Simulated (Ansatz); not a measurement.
Pd:

```
Pd
1.0
     0.00000    1.94650    1.94650
     1.94650    0.00000    1.94650
     1.94650    1.94650    0.00000
Pd
1
Direct
  0.00000 0.00000 0.00000
```

Below is the output of Ansatz 0.2.0 for this cell. Logs are shortened: lines on timing, memory, paths and dates and some standing lists are left out, and cuts for length are marked.

```text
Warning: RAYON_NUM_THREADS=2 ignored (pool sized by the plan → 2); use --threads N
Engine: ansatz 0.2.0, x86_64-unknown-linux-gnu
Pseudopotentials: kind: paw
Pseudopotential: Pd, paw, valence charge 18, recommended cutoff 420 eV (normal), Pd.paw.azcp
Functional definition: PBE
  parameter kappa = 0.804
  parameter beta = 0.06672455060314922
  exchange = pbe_x(kappa = kappa, mu = beta*pi^2/3)
  correlation = pbe_c(beta = beta)
Crystal: 1 atoms, lattice volume = 14.750 Å³
Basis set: ecut = 420 eV, 283 PW (Γ), exchange–correlation on 40×40×40 points (8 copies of the dense FFT grid, shifted against one another)
Bands: 13, of which v1, the nominal top of the filled ones, is band 9 counted from 1 (8 counted from 0)
Symmetry: 48 space group operations
Space group: Fm-3m (ITA 225), of the structure as read, at distance tolerance 2.5e-5 Å
k-points: 72 of 1728
Non-local potential: Pd, projectors of the file, l = 0: 2, l = 1: 2, l = 2: 2, l = 3: 1
PAW form: soft (Blöchl's): semilocal exchange-correlation on the pseudo side does not see the compensation charge
PAW one-centre angular grid: Pd, 590 points (default); XC on 64 Gauss nodes
Initial density: superposition of atomic densities (neutral atoms: chi_scale 0, normalization atom), corrected by the library's trained network
Initial wavefunctions: pseudopotential atomic-orbital guess
Functional: x = pbe(κ = 0.804, μ = 0.2195149727645171), c = pbe(β = 0.06672455060314922)
SCF iter   1: F=—  HF=-6972.838483 eV  |F-HF|=—  |Δ(HF+E_count)|=         —  Δρ=5.63e-3  dr2=1.32e-3  ethr=1.77e-3  ⟨swp⟩=5.9  Hψ=5274  notcnv=0
preconditioner: auto → none  [metal: Δε(μ)=0.004 eV  Ē_g=14.274 eV  σ=0.018 eV  W_gap=0.12  n_scr=8 (ndim 8)  ℏωp=30.6 eV  f_vac=0.000  D(μ)=7.33/eV (n_scr^D=180)  sad-step TF]
SCF iter   2: F=—  HF=-6972.838751 eV  |F-HF|=—  |Δ(HF+E_count)|=   2.69e-4  Δρ=2.77e-3  dr2=2.48e-4  ethr=7.34e-6  ⟨swp⟩=2.0  Hψ=1853  notcnv=0
SCF iter   3: F=—  HF=-6972.838830 eV  |F-HF|=—  |Δ(HF+E_count)|=   7.87e-5  Δρ=5.06e-4  dr2=3.16e-5  ethr=1.38e-6  ⟨swp⟩=1.0  Hψ=926  notcnv=0
SCF iter   4: F=—  HF=-6972.838824 eV  |F-HF|=—  |Δ(HF+E_count)|=   5.63e-6  Δρ=1.45e-4  dr2=1.52e-6  ethr=1.75e-7  ⟨swp⟩=2.1  Hψ=1278  notcnv=0
iter 5 did not close the SCF: its close was put off for the readings that it lacked (scf_convergence_deferred on its scf_iter line)
SCF iter   5: F=-6972.838825 eV  HF=-6972.838825 eV  |F-HF|=8.57e-9  |Δ(HF+E_count)|=   1.98e-7  Δρ=2.03e-5  dr2=2.36e-8  ethr=8.46e-9  ⟨swp⟩=2.2  Hψ=1434  notcnv=0
SCF iter   6: F=-6972.838825 eV  HF=-6972.838825 eV  |F-HF|=9.19e-11  |Δ(HF+E_count)|=   4.39e-9  Δρ=5.50e-6  dr2=1.10e-9  ethr=1.31e-10  ⟨swp⟩=4.8  Hψ=4646  notcnv=0
SCF 1 converged in 6 iterations: F = -6972.838825 eV  dr2 = 1.10e-9
  greatest PAW one-centre occupation: 0.999 electrons in one spin orbital (limit 2), on the Pd atom at site 0 (counted from 0), in its partial waves of l = 0
SCF converged after 6 iterations
Free energy (F): -6972.838825 eV
Harris-Foulkes:  -6972.838825 eV  (|F-HF|=9.19e-11)
Internal energy: -6972.837592 eV  (E = F + TS)
E sigma→0 (E₀):  -6972.838208 eV
Entropy (-TS):   -0.001232 eV (-1.232 meV/atom)
Fermi energy:    19.785546 eV
--- Per-component energies (eV) ---
  E_band       = -136.567187
  E_kinetic    = 513.985420
  E_local      = -1748.643228  (includes V_loc(G=0)·N_el)
  E_nonlocal   = 217.059052
  E_hartree    = 711.160145
  E_xc         = -168.905142
  E_vxc        = -211.944508  (∫ρ·V_xc dr)
  E_paw        = -3750.177631  (= ΣΔE_a)
  E_vpaw       = -329.343412  (= ΣTr[D̂ρ^β])
  E_aug_tail   = 0.000238  (compensation charges beyond the density's cutoff)
  E_ewald      = -2747.316447
  E_smearing   = -0.001232  (= −TS)
  E_closure    = -0.000000  (closes the sum)
  Σ components = -6972.838825   (vs F -6972.838825, Δ=0.00e0)
--- Forces (eV/Å), atoms counted from 1 ---
  atom   1  Pd     0.00000000     0.00000000    -0.00000000
  max |Σ_I F_I| component: 4.52e-32 eV/Å
--- Stress (GPa, compression-positive) ---
        6.902758      -0.000000       0.000000
       -0.000000       6.902758       0.000000
        0.000000       0.000000       6.902758
  P = ⅓ Tr σ = 6.9028 GPa (69.028 kbar)
--- Band table (eV; the first three rows and the last of 72) ---
  k-point 0: bands = ["-64.3234", "-29.8231", "-29.8231", "-29.8231", "12.6643", "16.9672", "16.9672", "16.9672", "18.5815", "18.5815", "36.8362", "41.5471", "41.5471"]
  k-point 1: bands = ["-64.3197", "-29.8512", "-29.8271", "-29.8271", "12.9153", "16.8813", "17.0521", "17.0521", "18.5425", "18.5425", "37.0876", "40.1180", "41.8368"]
  k-point 2: bands = ["-64.3098", "-29.9275", "-29.8380", "-29.8380", "13.5943", "16.7334", "17.2241", "17.2241", "18.5168", "18.5168", "36.9688", "38.1498", "42.6022"]
  k-point 71: bands = ["-64.2508", "-30.0955", "-30.0955", "-29.9803", "15.4820", "16.4245", "16.4245", "18.4855", "20.1034", "28.7245", "28.7245", "30.1609", "31.4242"]
```

Q: What input gives this log?

A: Single point with PBE, no spin polarisation. The files as run (others can give the same):

input.yaml
```yaml
crystal:
  lattice:
    - [0.0, 1.9465, 1.9465]
    - [1.9465, 0.0, 1.9465]
    - [1.9465, 1.9465, 0.0]
  atoms:
    - { symbol: Pd, position: [0.0, 0.0, 0.0] }
hamiltonian:
  xc: pbe
  pseudopotentials: { kind: paw }
kpoints:
  mp_grid: { grid: [12, 12, 12] }
scf:
  occupations: { method: gaussian, width: 0.018 }
output:
  forces: true
  stress: true
  eigenvalues: true
  write_density: true
  write_potential: true
  elf: true
  volumetric_format: npy
```

Potentials or basis: Ansatz PAW.
Command:
```sh
$ ansatz run input.yaml --threads 2 --pin off --max-ram 5632MiB --backend cpu --events-out ev --progress --plain --runs-dir out
```
